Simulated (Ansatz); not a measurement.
## CaF3 under changes of volume

One of the cells (11.627 Å³/atom); the others are scaled copies at fixed shape and fractional positions:

```
Ca F
1.0
    -1.89941    1.89941    3.22268
     1.89941   -1.89941    3.22268
     1.89941    1.89941   -3.22268
Ca F
1 3
Direct
  0.00000 0.00000 0.00000
  0.50000 0.50000 0.00000
  0.25000 0.75000 0.50000
  0.75000 0.25000 0.50000
```

The cell comes from a database or a generator and needn't be the stable form of this composition.

```yaml
Program: Ansatz 0.2.0
Functional: PBEsol
Potentials_or_basis: all-electron LAPW, scalar-relativistic
Cutoff: 241 eV (chosen from the basis error)
Basis_error_allowed: 0.001 eV/atom
k_mesh: 10 × 10 × 10
Occupations: fermi-dirac, width 0.05 eV
Spin: no spin polarisation
```

| volume (Å³/atom) | energy over the lowest point (meV/atom) | pressure (GPa) |
| --- | --- | --- |
| 10.929 | 0.44 | 1.3 |
| 11.162 | 0.00 | -0.5 |
| 11.394 | 2.07 | -2.1 |
| 11.627 | ? | ? |
| 11.859 | 12.61 | -4.8 |
| 12.092 | 20.61 | -6.0 |
| 12.324 | 30.16 | -7.0 |

**Question.** What does the run at 11.627 Å³/atom give?

**Answer.** Energy over the lowest point 6.36 meV/atom; pressure -3.6 GPa.

Worked out: A Birch-Murnaghan fit of order 3 (a polynomial in V^(-2/3)) to the other rows has its minimum at 11.08 Å³/atom with B0 = V·E''(V) = 85 GPa and B' = 4.7 at fixed shape and positions, which overstates the stiffness. It gives 6.36 meV/atom at 11.627 Å³/atom, against the run's 6.36, and -dE/dV = -3.7 GPa, against -3.6.

Energies are extrapolated to zero smearing.

Caveats: an odd number of electrons without spin polarisation forces a metal; a magnetic or distorted state may lie lower.

The runs don't all hold the same shells in valence.
